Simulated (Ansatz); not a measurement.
## Y2COF MXene bilayer (AB) in a perpendicular field

Aim: how the Y2COF MXene bilayer (AB) screens a field along its normal, and what the field does to its bands. A positive field points along +c.

Calculated with Ansatz 0.2.0; plane-wave DFT, PBEsol-D3(BJ), Ansatz PAW.

**1. The starting structure**

The cell holds 10 atoms: 2 F, 4 Y, 2 C and 2 O. Cell: a = 3.478 Å, b = 3.478 Å, c = 56.967 Å, α = 90.0°, β = 90.0°, γ = 120.0°. Regions: layer 1: Y2COF MXene, 5 atoms (1 F, 2 Y, 1 C and 1 O); layer 2: Y2COF MXene, 5 atoms (1 F, 2 Y, 1 C and 1 O). Vacuum lies along c.

Coordinates:

```xyz
10
Lattice="3.4778 0.0000 0.0000 -1.7389 3.0118 0.0000 0.0000 0.0000 56.9675" Properties=species:S:1:pos:R:3
F     0.0000    2.0079   22.0000
Y     1.7389    1.0039   23.0802
C     0.0000    0.0000   24.4524
Y     0.0000    2.0079   25.8246
O     1.7389    1.0039   27.0837
F     1.7389    1.0039   29.8837
Y     0.0000    0.0000   30.9639
C     0.0000    2.0079   32.3361
Y     1.7389    1.0039   33.7084
O     0.0000    0.0000   34.9675
```

**2. Relaxing the slab**

The starting cell is a guess, so the in-plane lattice and the atoms are relaxed first, with the slab cut off from its images along the normal.

Input file input.yaml:

```yaml
crystal:
  lattice:
    - [3.47776, 0.0, 0.0]
    - [-1.73888, 3.0118285083, 0.0]
    - [0.0, 0.0, 56.967461664]
  atoms:
    - { symbol: F, position: [0.3333333333, 0.6666666667, 0.3861853654] }
    - { symbol: "Y", position: [0.6666666667, 0.3333333333, 0.4051467669], spin: 1.0 }
    - { symbol: C, position: [0.0, 0.0, 0.4292347533] }
    - { symbol: "Y", position: [0.3333333333, 0.6666666667, 0.4533227397], spin: 1.0 }
    - { symbol: O, position: [0.6666666667, 0.3333333333, 0.4754245677] }
    - { symbol: F, position: [0.6666666667, 0.3333333333, 0.5245754323] }
    - { symbol: "Y", position: [0.0, 0.0, 0.5435368339], spin: -1.0 }
    - { symbol: C, position: [0.3333333333, 0.6666666667, 0.5676248202] }
    - { symbol: "Y", position: [0.6666666667, 0.3333333333, 0.5917128066], spin: -1.0 }
    - { symbol: O, position: [0.0, 0.0, 0.6138146346] }
  periodic: [true, true, false]
magnetization:
  spin_polarized: true
kpoints:
  mp_grid: { grid: [12, 12, 1] }
hamiltonian:
  xc: pbesol
  dispersion: d3bj
scf:
  occupations: { method: fermi_dirac, width: 0.05 }
  convergence: { dr2_threshold: 1.0e-09 }
relax:
  f_tol: 0.004
  max_steps: 90
  cell: {}
output:
  write_potential: true
  write_density: true
  volumetric_format: npy
```

Launch:

```bash
> ansatz run input.yaml --threads 4 --pin off --max-ram 6144MiB --backend cpu --events-out ev --progress --plain --runs-dir out
```

Numbers of over 12 decimals in the logs are rounded to 6 here.

What it wrote:

```text
Warning: relax.cell: scf.convergence.dr2_threshold = 1e-9 eV is looser than the 1.89571916038e-10 eV advised for a relaxation that steers and ends on the stress (1e-10 eV for each atom of the cell: 10, times the square of relax.cell.stress_2d_tol = 0.05 N/m over 23.0 Å (the atoms' height at the walk's start and 5 Å past either face), 2.177e-2 GPa, over a crystal's default 0.05). What an SCF threshold leaves in a stress goes as its square root, and in the free energy as the threshold itself, and one threshold admits the most on a small cell: [figures from the program's tests cut] Set scf.convergence.dr2_threshold to 1.89571916038e-10 eV or tighter. [rest of the remark cut]
Engine: ansatz 0.2.0, x86_64-unknown-linux-gnu
Pseudopotentials: kind: paw
Pseudopotential: F, paw, valence charge 7, recommended cutoff 420 eV (normal), F.paw.azcp
Pseudopotential: Y, paw, valence charge 11, recommended cutoff 420 eV (normal), Y.paw.azcp
Pseudopotential: C, paw, valence charge 4, recommended cutoff 420 eV (normal), C.paw.azcp
Pseudopotential: O, paw, valence charge 6, recommended cutoff 420 eV (normal), O.paw.azcp
Functional definition: PBEsol
  exchange = pbesol_x
  correlation = pbesol_c
Crystal: 10 atoms, lattice volume = 596.701 Å³
Basis set: ecut = 420 eV, 11621 PW (Γ), exchange–correlation on 48×48×768 points (8 copies of the dense FFT grid, shifted against one another)
Bands: 51, of which v1, the nominal top of the filled ones, is band 39 counted from 1 (38 counted from 0)
Symmetry: 6 space group operations
Space group: P3m1 (ITA 156), of the structure as read, at distance tolerance 8.4e-5 Å
Magnetic group: BNS 156.49 (UNI 1279), of the structure as read, at distance tolerance 8.4e-5 Å
k-points: 19 of 144 (time reversal used)
Non-local potential: F, projectors of the file, l = 0: 2, l = 1: 2, l = 2: 1
Non-local potential: Y, projectors of the file, l = 0: 3, l = 1: 2, l = 2: 2, l = 3: 1
Non-local potential: C, projectors of the file, l = 0: 2, l = 1: 2, l = 2: 1
Non-local potential: O, projectors of the file, l = 0: 2, l = 1: 2, l = 2: 1
PAW form: soft (Blöchl's): semilocal exchange-correlation on the pseudo side does not see the compensation charge
PAW frozen core: F, regenerated for the run's functional, and the local potential with it (the file was generated under x = pbe(κ = 0.804, μ = 0.219515), c = pbe(β = 0.066725))
PAW frozen core: Y, regenerated for the run's functional, and the local potential with it (the file was generated under x = pbe(κ = 0.804, μ = 0.219515), c = pbe(β = 0.066725))
PAW frozen core: C, regenerated for the run's functional, and the local potential with it (the file was generated under x = pbe(κ = 0.804, μ = 0.219515), c = pbe(β = 0.066725))
PAW frozen core: O, regenerated for the run's functional, and the local potential with it (the file was generated under x = pbe(κ = 0.804, μ = 0.219515), c = pbe(β = 0.066725))
PAW one-centre angular grid: F, 110 points (default); XC on 64 Gauss nodes
PAW one-centre angular grid: Y, 590 points (default); XC on 64 Gauss nodes
PAW one-centre angular grid: C, 110 points (default); XC on 64 Gauss nodes
PAW one-centre angular grid: O, 110 points (default); XC on 64 Gauss nodes
Initial density: superposition of atomic densities (neutral atoms: chi_scale 0, normalization atom)
Starting moments: Σ|m| = 4 μB on 4 of 10 sites
Starting magnetic order: compensated ferrimagnet; no operation exchanges its spin sublattices
Initial wavefunctions: pseudopotential atomic-orbital guess
Functional: x = pbesol(κ = 0.804, μ = 0.123457), c = pbesol(β = 0.046)
SCF iter   1: F=—  HF=-18412.508055 eV  |F-HF|=—  |Δ(HF+E_count)|=         —  Δρ=2.90e-2 (↑2.87e-2 ↓2.90e-2)  dr2=3.55e1  dr2_m=4.32e-1  M=-0.035 μB ∫|m|=1.679 μB  β_m=0.30  ethr=3.10e-3  ⟨swp⟩=10.9  Hψ=12047  notcnv=0  defer=104
Mixer restart at iter 1: flushing history
preconditioner: auto → LDOS  [metal: Δε(μ)=0.002 eV  Ē_g=16.184 eV  σ=0.050 eV  W_gap=0.01  n_scr=34 (ndim 8)  ℏωp=12.7 eV  f_vac=0.713  D(μ)=14.33/eV (n_scr^D=36)]
spin=Collinear: LDOS preconditioning applied to the charge; magnetization (m = ρ↑ − ρ↓) channel mixes plain (no charge-response kernel on spin).
SCF iter   2: F=—  HF=-18409.705228 eV  |F-HF|=—  |Δ(HF+E_count)|=    2.80e0  Δρ=2.28e-2 (↑2.20e-2 ↓2.28e-2)  dr2=2.30e1  dr2_m=2.44e-1  M=-0.129 μB ∫|m|=1.705 μB  β_m=0.59  ethr=3.10e-3  ⟨swp⟩=3.9  Hψ=4090  notcnv=0  defer=211
SCF iter   3: F=—  HF=-18406.239775 eV  |F-HF|=—  |Δ(HF+E_count)|=    3.47e0  Δρ=1.21e-2 (↑1.11e-2 ↓1.21e-2)  dr2=5.32e0  dr2_m=5.73e-2  M=-0.441 μB ∫|m|=1.856 μB  β_m=0.67  ethr=3.10e-3  ⟨swp⟩=5.8  Hψ=4452  notcnv=0  defer=218
SCF iter   4: F=—  HF=-18405.470062 eV  |F-HF|=—  |Δ(HF+E_count)|=   7.70e-1  Δρ=6.54e-3 (↑6.54e-3 ↓5.18e-3)  dr2=1.87e0  dr2_m=2.82e-2  M=-0.536 μB ∫|m|=2.018 μB  β_m=0.83  ethr=3.10e-3  ⟨swp⟩=7.4  Hψ=4667  notcnv=0  defer=206
SCF iter   5: F=—  HF=-18405.457242 eV  |F-HF|=—  |Δ(HF+E_count)|=   1.28e-2  Δρ=3.05e-3 (↑2.65e-3 ↓3.05e-3)  dr2=5.38e-1  dr2_m=2.70e-3  M=-0.382 μB ∫|m|=2.005 μB  β_m=0.87  ethr=2.39e-3  ⟨swp⟩=3.2  Hψ=2793  notcnv=0  defer=185
SCF iter   6: F=—  HF=-18405.457381 eV  |F-HF|=—  |Δ(HF+E_count)|=   1.40e-4  Δρ=2.11e-3 (↑2.11e-3 ↓1.73e-3)  dr2=1.68e-1  dr2_m=7.89e-3  M=-0.227 μB ∫|m|=1.953 μB  β_m=0.88  ethr=6.90e-4  ⟨swp⟩=4.3  Hψ=3385  notcnv=0  defer=185
SCF iter   7: F=—  HF=-18405.457824 eV  |F-HF|=—  |Δ(HF+E_count)|=         —  Δρ=9.83e-4 (↑9.83e-4 ↓6.90e-4)  dr2=6.91e-3  dr2_m=3.24e-3  M=-0.304 μB ∫|m|=1.924 μB  β_m=0.88  ethr=2.15e-4  ⟨swp⟩=3.9  Hψ=3689  notcnv=0  defer=188
SCF iter   8: F=—  HF=-18405.458140 eV  |F-HF|=—  |Δ(HF+E_count)|=   3.16e-4  Δρ=3.78e-4 (↑3.78e-4 ↓3.36e-4)  dr2=2.37e-3  dr2_m=4.21e-4  M=-0.322 μB ∫|m|=1.916 μB  β_m=0.94  ethr=8.86e-6  ⟨swp⟩=3.3  Hψ=4030  notcnv=0  defer=183
SCF iter   9: F=—  HF=-18405.458109 eV  |F-HF|=—  |Δ(HF+E_count)|=   3.09e-5  Δρ=2.56e-4 (↑2.56e-4 ↓1.85e-4)  dr2=1.54e-3  dr2_m=4.53e-5  M=-0.325 μB ∫|m|=1.911 μB  β_m=0.78  ethr=3.04e-6  ⟨swp⟩=3.3  Hψ=3827  notcnv=0  defer=182
SCF iter  10: F=—  HF=-18405.458022 eV  |F-HF|=—  |Δ(HF+E_count)|=   8.64e-5  Δρ=8.94e-5 (↑8.94e-5 ↓5.73e-5)  dr2=8.61e-4  dr2_m=7.89e-6  M=-0.325 μB ∫|m|=1.911 μB  β_m=0.89  ethr=1.97e-6  ⟨swp⟩=2.9  Hψ=3178  notcnv=0  defer=182
SCF iter  11: F=—  HF=-18405.458033 eV  |F-HF|=—  |Δ(HF+E_count)|=   1.11e-5  Δρ=8.28e-5 (↑8.28e-5 ↓4.47e-5)  dr2=5.78e-4  dr2_m=6.16e-6  M=-0.326 μB ∫|m|=1.911 μB  β_m=0.81  ethr=1.10e-6  ⟨swp⟩=2.1  Hψ=2336  notcnv=0  defer=179
[...]
spin=Collinear: LDOS preconditioning applied to the charge; magnetization (m = ρ↑ − ρ↓) channel mixes plain (no charge-response kernel on spin).
SCF iter   2: F=—  HF=-18407.993372 eV  |F-HF|=—  |Δ(HF+E_count)|=   4.57e-4  Δρ=1.46e-6 (↑1.45e-6 ↓1.46e-6)  dr2=8.59e-9  dr2_m=2.32e-11  M=-0.102 μB ∫|m|=2.040 μB  β_m=0.45  ethr=1.80e-11  ⟨swp⟩=5.6  Hψ=7138  notcnv=0  defer=14
SCF iter   3: F=—  HF=-18407.993382 eV  |F-HF|=—  |Δ(HF+E_count)|=   1.07e-5  Δρ=1.04e-6 (↑1.04e-6 ↓1.03e-6)  dr2=1.63e-9  dr2_m=1.54e-11  M=-0.102 μB ∫|m|=2.040 μB  β_m=0.63  ethr=1.10e-11  ⟨swp⟩=2.6  Hψ=2899  notcnv=0  defer=14
iter 4 met the thresholds in force, and the SCF goes on: an eigenvalue changes by 3.08 meV, over its tolerance of 0.06 meV (output.eigenvalues, Limitations)
SCF iter   4: F=-18407.993409 eV  HF=-18407.993408 eV  |F-HF|=1.10e-6  |Δ(HF+E_count)|=   2.59e-5  Δρ=1.18e-7 (↑1.18e-7 ↓1.13e-7)  dr2=1.89e-10  dr2_m=3.29e-12  M=-0.102 μB ∫|m|=2.040 μB  β_m=0.64  ethr=1.28e-12  ⟨swp⟩=27.8  Hψ=18193  notcnv=0
iter 5 met the thresholds in force, and the SCF goes on: an eigenvalue changes by 4.00 meV, over its tolerance of 0.05 meV (output.eigenvalues, Limitations)
SCF iter   5: F=-18407.993409 eV  HF=-18407.993409 eV  |F-HF|=3.95e-8  |Δ(HF+E_count)|=   1.06e-6  Δρ=3.10e-8 (↑2.41e-8 ↓3.10e-8)  dr2=2.42e-11  dr2_m=1.31e-12  M=-0.102 μB ∫|m|=2.040 μB  β_m=1.00  ethr=1.00e-12  ⟨swp⟩=14.8  Hψ=12606  notcnv=0
Mixer restart at iter 5: flushing history
SCF iter   6: F=-18407.993409 eV  HF=-18407.993409 eV  |F-HF|=2.77e-8  |Δ(HF+E_count)|=   3.93e-8  Δρ=2.16e-7 (↑2.16e-7 ↓2.08e-7)  dr2=2.76e-8  dr2_m=1.08e-10  M=-0.102 μB ∫|m|=2.040 μB  β_m=1.00  ethr=1.00e-12  ⟨swp⟩=2.0  Hψ=2365  notcnv=0  κ⁻¹=1.0e0(r=1)
SCF iter   7: F=-18407.993409 eV  HF=-18407.993409 eV  |F-HF|=4.55e-10  |Δ(HF+E_count)|=  2.18e-10  Δρ=5.29e-8 (↑5.29e-8 ↓4.21e-8)  dr2=2.63e-10  dr2_m=1.63e-12  M=-0.102 μB ∫|m|=2.040 μB  β_m=1.00  ethr=1.00e-12  ⟨swp⟩=1.0  Hψ=1939  notcnv=0  κ⁻¹=3.6e-3(r=2)
SCF iter   8: F=-18407.993409 eV  HF=-18407.993409 eV  |F-HF|=5.53e-10  |Δ(HF+E_count)|=  1.13e-10  Δρ=1.94e-8 (↑1.61e-8 ↓1.94e-8)  dr2=2.56e-11  dr2_m=1.95e-13  M=-0.102 μB ∫|m|=2.040 μB  ethr=1.00e-12  ⟨swp⟩=12.3  Hψ=10983  notcnv=0
SCF 11 converged in 8 iterations: F = -18407.993409 eV  dr2 = 2.56e-11
relax step  11: F+E_penalty+E_count = -18407.99340928 eV  Δ(F+E_penalty+E_count) = -1.502e-4 eV  max|allowed force component| = 7.856e-4 eV/Å  Δτ_max = 0.0000 Å  P = +0.003 N/m  Ω = 603.196 Å³  fix = [c, alpha, beta]  reactions: c +0.000 N/m  stress off target by 2.53e-3 N/m on what of the cell is left free  SCF on the basis re-selected at this cell (its energy is not comparable with the rows above)  (8 SCF iters)
basis re-selected at this cell: Δ(F+E_penalty+E_count) = -1.502e-4 eV, ΔP = +0.002 N/m vs the last step (what re-selecting the basis moved, of the pressure what is left beyond the Pulay correction that the steps carried, after the strain that the cell walked since its last selection, with what the two solves' SCF thresholds leave and, on support functions, any second-order correction that the steps lacked; it is no m [...]
WARN: The output density's exchange-correlation potential varies sharply where the density is thin. Do not read a vacuum level from v_tot or v_xc, or from such a field of the output density. On a cell that repeats whose density bears no net charge and no dipole along the vacuum's axis use v_es (v_loc + v_h of the components); under efield.dipole_correction with no amplitude use v_es + v_field, which holds any externa [...]
SCF converged after 8 iterations
an eigenvalue changed by more than its tolerance at an iteration that met the thresholds in force, so the SCF went on 2 times, its first undamped step at iteration 5: the last check found none over its tolerance
Magnetization: -0.1024 μB (38.9488 up, 39.0512 down)
Absolute magnetization: 2.0396 μB (∫|ρ↑−ρ↓|, with the PAW one-centre terms)
Spin contamination: 0.9297 ħ² per cell (⟨S²⟩ above its minimum at these occupations)
Per-site moments (μB) at R_I (Å): [(0.010105, 0.965734), (0.055829, 0.965734), (0.593218, 0.988244), (0.00614165, 0.890000), (0.039096, 0.890000), (-0.012430, 0.953034), (-0.055863, 0.953034), (-0.653176, 0.990696), (-0.00609439, 0.884846), (-0.050819, 0.884846)]
Free energy (F): -18407.993409 eV
Harris-Foulkes:  -18407.993409 eV  (|F-HF|=5.53e-10)
Internal energy: -18407.969043 eV  (E = F + TS)
E sigma→0 (E₀):  -18407.981226 eV
Entropy (-TS):   -0.024366 eV (-2.437 meV/atom)
Fermi energy:    -5.132291 eV
--- Per-component energies (eV) ---
  E_band       = -1529.690065
  E_kinetic    = 2163.140834
  E_local      = -481239.919426  (includes V_loc(G=0)·N_el)
  E_nonlocal   = 503.707428
  E_hartree    = 239392.293934
  E_xc         = -1090.669129
  E_vxc        = -1308.233012  (∫ρ·V_xc dr)
  E_paw        = -11974.817249  (= ΣΔE_a)
  E_vpaw       = -432.981982  (= ΣTr[D̂ρ^β])
  E_aug_tail   = 0.008963  (compensation charges beyond the density's cutoff)
  E_ewald      = 233839.174066
  E_disp       = -1.681217  (pairwise vdW)
  E_core_change = 0.792753  (= ΣΔE_core)
  E_smearing   = -0.024366  (= −TS)
  E_closure    = 0.000000  (closes the sum)
  Σ components = -18407.993409   (vs F -18407.993409, Δ=0.00e0)
--- Forces (eV/Å), atoms counted from 1 ---
  atom   1  F      0.00000000    -0.00000000    -0.00004145
  atom   2  Y      0.00000000     0.00000000    -0.00032714
  atom   3  C     -0.00000000     0.00000000     0.00045481
  atom   4  Y      0.00000000     0.00000000     0.00068103
  atom   5  O      0.00000000    -0.00000000    -0.00071675
  atom   6  F      0.00000000    -0.00000000     0.00000357
  atom   7  Y     -0.00000000    -0.00000000     0.00007394
  atom   8  C      0.00000000     0.00000000     0.00050963
  atom   9  Y      0.00000000     0.00000000    -0.00078535
  atom  10  O      0.00000000    -0.00000000     0.00014987
  max |Σ_I F_I| component: 2.17e-6 eV/Å
--- 2D stress c σ (N/m, compression-positive) ---
        0.002530       0.000000      -0.000000
        0.000000       0.002530       0.000000
       -0.000000       0.000000       0.000000
  P = ½ c Tr σ = 0.0025 N/m
--- Band table (eV; the first three rows and the last of 38) ---
  k-point 0 ↑: bands = [... 35 lower, -5.8903, -5.2932, -5.2932, -4.3269, -4.3269, -1.9666, -1.7128, -1.2375, ... 8 higher]
  k-point 1 ↑: bands = [... 35 lower, -5.8248, -5.4779, -5.3333, -4.5675, -4.3745, -1.9176, -1.6802, -1.3042, ... 8 higher]
  k-point 2 ↑: bands = [... 35 lower, -5.7617, -5.7078, -5.4284, -5.0132, -4.4845, -2.0134, -1.8011, -1.3331, ... 8 higher]
  k-point 18 ↓: bands = [... 35 lower, -6.3592, -6.0086, -5.9914, -5.6390, -5.3435, -1.5903, -1.5474, -0.8134, ... 8 higher]
  the weakly bound empty levels are not read free of the cell's end (no_gap_told)
--- Relaxed structure (9 steps of the walk, 9 accepted, 2 SCFs on fresh bases) ---
  F+E_penalty+E_count = -18407.99340928 eV   max|allowed force component| = 7.856e-4 eV/Å   (the final SCF, on the basis selected at the relaxed cell)
  cell:  # Å, volume = 603.1958 Å³
    - [3.496636, 0, 0]
    - [-1.748318, 3.028175, 0]
    - [0, 0, 56.967461664]
  atoms:
    - { symbol: F, position: [0.333333, 0.666667, 0.384029] }
    - { symbol: Y, position: [0.666667, 0.333333, 0.404841] }
    - { symbol: C, position: [-1.7763568395198014e-17, -2.2204460492583926e-17, 0.427485] }
    - { symbol: Y, position: [0.333333, 0.666667, 0.458569] }
    - { symbol: O, position: [0.666667, 0.333333, 0.471934] }
    - { symbol: F, position: [0.666667, 0.333333, 0.524129] }
    - { symbol: Y, position: [-1.7763568395198014e-17, -2.2204460492583926e-17, 0.543852] }
    - { symbol: C, position: [0.333333, 0.666667, 0.566689] }
    - { symbol: Y, position: [0.666667, 0.333333, 0.598160] }
    - { symbol: O, position: [-1.776356839519805e-17, -2.2204460492583926e-17, 0.610890] }
```

The job ended after 2.4 min (4 threads of AMD EPYC 9B45 (Zen 5), shared host; peak memory 1.6 GiB; 9.4 min of CPU time).

Step by step:

```tsv
step	energy less that of the first step (eV)	largest force component (eV/Å)	volume (Å³)
1	0.0000	4.8976	596.70
2	-2.0227	2.4810	599.22
3	-2.3512	1.5046	592.95
4	-2.5076	0.3578	608.92
5	-2.5289	0.1015	604.48
6	-2.5312	0.0221	602.64
7	-2.5310	0.0206	603.11
8	-2.5311	0.0011	602.98
9*	-2.5353	0.0010	602.98
10	-2.5352	0.0008	603.20
11*	-2.5353	0.0008	603.20
```

Relaxation steps marked * repeat the geometry before them on a plane-wave basis chosen anew for their cell, so energy and pressure can jump there.

The run keeps the 6 symmetry operations that it works with, so distortions that break them were not tested.

```tsv
cell as run	before	after	change
a (Å)	3.478	3.497	+0.5 %
b (Å)	3.478	3.497	+0.5 %
```

The atoms that moved most (Å, along periodic axes as changes of fractional coordinates times the final cell, across vacuum about the mean position):

```tsv
atom	dx	dy	dz	length
Y9	0.000	0.000	0.367	0.367
Y4	0.000	0.000	0.299	0.299
O5	0.000	0.000	-0.199	0.199
O10	0.000	0.000	-0.167	0.167
F1	0.000	0.000	-0.123	0.123
C3	0.000	0.000	-0.100	0.100
C8	0.000	0.000	-0.053	0.053
F6	0.000	0.000	-0.025	0.025
```

The relaxed structure:

```xyz
10
Lattice="3.4966 0.0000 0.0000 -1.7483 3.0282 0.0000 0.0000 0.0000 56.9675" Properties=species:S:1:pos:R:3
F     0.0000    2.0188   21.8772
Y     1.7483    1.0094   23.0628
C     0.0000    0.0000   24.3528
Y     0.0000    2.0188   26.1235
O     1.7483    1.0094   26.8849
F     1.7483    1.0094   29.8583
Y     0.0000    0.0000   30.9818
C     0.0000    2.0188   32.2828
Y     1.7483    1.0094   34.0757
O     0.0000    0.0000   34.8009
```

This step gave:

```yaml
energy_at_zero_smearing: -18407.9812 eV
total_moment: -0.1024 μB
```

Site moment by atom:

```tsv
atom	site moment (μB)
F1	0.010
Y2	0.056
C3	0.593
Y4	0.006
O5	0.039
F6	-0.012
Y7	-0.056
C8	-0.653
Y9	-0.006
O10	-0.051
```

The lattice constant a goes from 3.478 to 3.497 Å.

(Continued in part 2 of 3.)

[Logs are printed without paths, hosts, clocks, repeated set-up lines and the standing remarks that a program may print on its own settings, such as how far it seeks lower states.]

[Hosts, paths, dates, database ids (printed as entryN), source tags and the programs' standing remarks are cut or masked in the printed files.]

[Maps of the electrostatic potential energy from Ansatz leave out the sawtooth potential of an applied field or a dipole correction, so their vacuum need not be flat; planar profiles and work functions include it.]
